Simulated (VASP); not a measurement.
TiB2: relaxation of cell and atoms with r2SCAN

TiB2:

```
Ti B
1.0
     3.02736    0.00000    0.00000
    -1.51368    2.62177    0.00000
     0.00000    0.00000    3.22773
Ti B
1 2
Direct
  0.00000 0.00000 0.00000
  0.33333 0.66667 0.50000
  0.66667 0.33333 0.50000
```

```yaml
Program: VASP 6.6.1
Task: relaxation of cell and atoms
Functional: r2SCAN
Potentials_or_basis: VASP PAW PBE potentials, release 64 (Ti_sv, B)
Cutoff: 600 eV
k_mesh: 15 × 15 × 11
Occupations: methfessel-paxton, width 0.1 eV
Spin: no spin polarisation
Further_INCAR_settings: ALGO = Normal; EDIFF = 1e-07; IBRION = 2; EDIFFG = -0.005; NSW = 90; ISIF = 3
```

```json
{
 "Pressure after relaxing": "0.0 GPa",
 "Band gap on the k mesh": "none (metal or under the smearing width)"
}
```

Stress tensor (GPa, compression positive):
```
-0.04  0.00  0.00
 0.00 -0.04  0.00
 0.00  0.00  0.05
```

Final structure:
```yaml
crystal:
  lattice:
    - [3.02736, 0.00000, 0.00000]
    - [-1.51368, 2.62177, 0.00000]
    - [0.00000, 0.00000, 3.22773]
  atoms:
    - { symbol: Ti, position: [0.00000, 0.00000, 0.00000] }
    - { symbol: B, position: [0.33333, 0.66667, 0.50000] }
    - { symbol: B, position: [0.66667, 0.33333, 0.50000] }
```

Levels at points of the mesh, in eV from the Fermi level:
```csv
k point,band 5,band 6,band 7,band 8,band 9,band 10,band 11,band 12,band 13
"(0.00, 0.00, 0.00)",-14.50,-2.78,-2.78,-2.61,-2.20,1.98,1.98,3.86,3.86
```

Wall time 3.5 min on 1 thread of Intel(R) Xeon(R) Platinum 8259CL CPU @ 2.50GHz (Skylake/Cascade Lake), on a shared host, peak memory 0.21 GiB.

Caveat: the relaxation stopped at its first step, so nothing moved; the PAW data sets were made with another functional, which shifts forces and pressure a little.
